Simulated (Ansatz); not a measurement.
The system is Te.

```xyz
3
Lattice="4.4540 0.0000 0.0000 -2.2270 3.8573 0.0000 0.0000 0.0000 5.9240" Properties=species:S:1:pos:R:3 pbc="T T T"
Te    1.6279    2.8197    0.0000
Te   -0.5991    1.0376    3.9493
Te    1.1981    0.0000    1.9747
```

```yaml
Program: Ansatz 0.2.0
Task: relaxation of cell and atoms
Functional: RPBE
Dispersion: D3(BJ)
Potentials_or_basis: Ansatz PAW
Cutoff: "420 eV (not typed: the program's choice for these potentials)"
k_mesh: 7 × 7 × 5
Occupations: fermi-dirac, width 0.05 eV
Spin: no spin polarisation
```

At the start: volume 33.93 Å³/atom.

Task: How do energy, volume and symmetry change on relaxing?

Result: It ends after 16 steps and the volume is 20.40 Å³/atom (-39.9 %); space group R-3m (No. 166, to 0.05 Å).

The path:
| step | energy change (eV) | largest force (eV/Å) | volume (Å³) |
| --- | --- | --- | --- |
| 1 | 0.0000 | 0.1454 | 101.78 |
| 2 | -0.7770 | 0.7934 | 87.53 |
| 3 | -1.2459 | 0.4307 | 77.12 |
| 4 | -1.4610 | 0.3053 | 73.08 |
| 5 | -1.6889 | 0.1923 | 71.46 |
| 6 | -1.9897 | 0.0655 | 67.90 |
| 7 | -2.0958 | 0.0161 | 63.39 |
| 8 | -2.2093 | 0.0068 | 62.90 |
| 9 | -2.3279 | 0.0207 | 59.56 |
| 10 | -2.3331 | 0.0497 | 61.95 |
| 11 | -2.3490 | 0.0031 | 60.82 |
| 12 | -2.3494 | 0.0002 | 61.05 |
| 13 | -2.3495 | 0.0000 | 61.01 |
| 14 | -2.3670 | 0.0000 | 61.01 |
| 15 | -2.3683 | 0.0011 | 61.19 |
| 16 | -2.3683 | 0.0011 | 61.19 |

Final structure:
```
Te
1.0
     3.11720    0.00000    0.00000
    -1.55860    2.69957    0.00000
     0.00000    0.00000    7.27187
Te
3
Cartesian
  1.0389 1.7994 0.0000
  -0.5197 0.9001 4.8479
  1.0394 0.0000 2.4240
```

Caveat: the volume moved by over 15 % at a fixed basis, so the end points are rough; the plane-wave basis is chosen anew once the cell has moved, so the energies of steps on either side of that aren't comparable; the volume moved by -40 % from the deposited cell, more than functionals usually miss; the PAW data sets come from PBE, with cores solved anew for the run's functional, which leaves a small shift of forces and pressure.
